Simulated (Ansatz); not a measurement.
# What strain does to KBr (zincblende)

Zincblende KBr, relaxed with r2SCAN in Ansatz. It is cubic, F-43m (No. 216); a = 7.377 Å in the conventional setting, 50.17 Å³ an atom. K has 4 Br at 3.19 Å; Br has 4 K at 3.19 Å.

The axes x, y and z are those of this cell:
```
CELL_PARAMETERS angstrom
0.00000 3.68830 3.68830
3.68830 0.00000 3.68830
3.68830 3.68830 0.00000
ATOMIC_POSITIONS crystal
K 0.00000 0.00000 0.00000
Br 0.25000 0.25000 0.25000
```

Unstrained: PBE gives an indirect gap of 4.282 eV, from k = (0, 0.229, -1/4) to Γ; the least direct gap is 4.298 eV at Γ. Least and direct gap differ so little that the kind isn't settled. The r2SCAN gap is indirect, 4.841 eV (k = (0, 0.229, -1/4) to Γ), below the direct gap of 4.856 eV at Γ. Least and direct gap differ so little that the kind isn't settled. With HSE06 the valence top lies at k = (0, 0.229, -1/4) and the conduction bottom at Γ, 5.392 eV higher; the smallest vertical gap, at Γ, is 5.405 eV. Least and direct gap differ so little that the kind isn't settled. Meshes: PBE 6×6×6, r2SCAN 6×6×6, HSE06 4×4×4. Strains are changes of length per length. After each strain the atoms were relaxed again with r2SCAN within the symmetry that the strain leaves, so tilts or polar shifts that break it weren't tested; points keep the names that they have in the unstrained zone. No spin polarisation. The prototype was imposed, so other structures may be more stable.

Changes of the least gap in eV (an overlap counts as a negative gap):
```
                                                       strain  volume change (%)  space group     PBE  r2SCAN   HSE06  energy rise, r2SCAN (meV/atom)
                                     uniaxial +1.79 % along x               +1.8        I-4m2  -0.040  -0.035  -0.043                             0.5
                                 uniaxial +4.52 % along [111]               +4.5          R3m  -0.117  -0.104  -0.124                             4.1
epitaxial +2.56 % in the xy plane, free normal strain -5.41 %               -0.5        I-4m2  -0.033  -0.033  -0.034                             0.0
```

Uniaxial +1.79 % along x, other directions held. HSE06: the gap goes from 5.392 to 5.349 eV (-0.043 eV); the edges go from (0, 0.229, -1/4) → Γ to Γ–K (0.67) → Γ. Stress change with r2SCAN, compression positive: xx -0.18, yy -0.17, zz -0.17 GPa.

Uniaxial +4.52 % along [111], other directions held. HSE06: the gap goes from 5.392 to 5.268 eV (-0.124 eV); the edges go from (0, 0.229, -1/4) → Γ to L → Γ. Stress change with r2SCAN, compression positive: xx -0.42, yy -0.42, zz -0.42, xy -0.08, xz -0.08, yz -0.08 GPa.

Epitaxial +2.56 % in the xy plane, free normal strain -5.41 %. HSE06: the gap goes from 5.392 to 5.358 eV (-0.034 eV); the edges go from (0, 0.229, -1/4) → Γ to L → Γ. Stress change with r2SCAN, compression positive: xx +0.01, yy +0.01, zz -0.01 GPa.

The runs are scalar-relativistic, without spin-orbit coupling.

Where an edge lies off the special points, it is a point of the mesh or the k point where a search put PBE's edge or least direct gap, reused for the other functionals, whose own edges may lie a little apart.

Coordinates of k points refer to the reciprocal vectors of the primitive cell of the runs.

The meshes of the hybrids are coarse, so their gaps aren't converged to the digits shown.
